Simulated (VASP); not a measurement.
System: WS₂ (parent space group No. 194, strained and rattled), 6 atoms in the cell.

All numbers below come from r²SCAN, plane waves, standard recommended PAW potentials in VASP 6.6.1.

Cutoff 336 eV; orbitals from an earlier step on the same cell; potentials W_sv S; PREC = Accurate; k-mesh 2×2×1 Γ-centred; Fermi–Dirac smearing of 0.15 eV; no spin polarisation; no spin–orbit coupling.

```
W S
1.0
     3.17029    0.02776   -0.01335
    -1.56110    2.69468    0.01842
    -0.05247    0.05332   12.50133
W S
2 4
Direct
  0.52938 0.83617 0.19917
  0.87141 0.51040 0.69858
  0.54629 0.82912 0.55680
  0.88384 0.51547 0.06370
  0.55044 0.82689 0.81864
  0.92719 0.49824 0.31932
```

Forces on the other atoms:

```tsv
atom	Fx (eV/Å)	Fy (eV/Å)	Fz (eV/Å)
W2	1.767	-1.063	-4.669
S3	-0.666	0.520	2.914
S4	-1.042	-0.146	1.825
S5	-1.084	0.546	1.821
```

(1) What forces (eV/Å) act on S6 and W1, and what is the pressure?

## Answers

(1) S6: (-3.045, -0.264, 2.273); W1: (4.070, 0.407, -4.164). The pressure is 3.47 GPa.

VASP prints the stress at a fixed plane-wave basis, so it holds the Pulay stress of this cutoff.

The k-mesh is coarse, so these values belong to this mesh and can lie far from the converged ones. Potentials made with PBE were used with another functional.
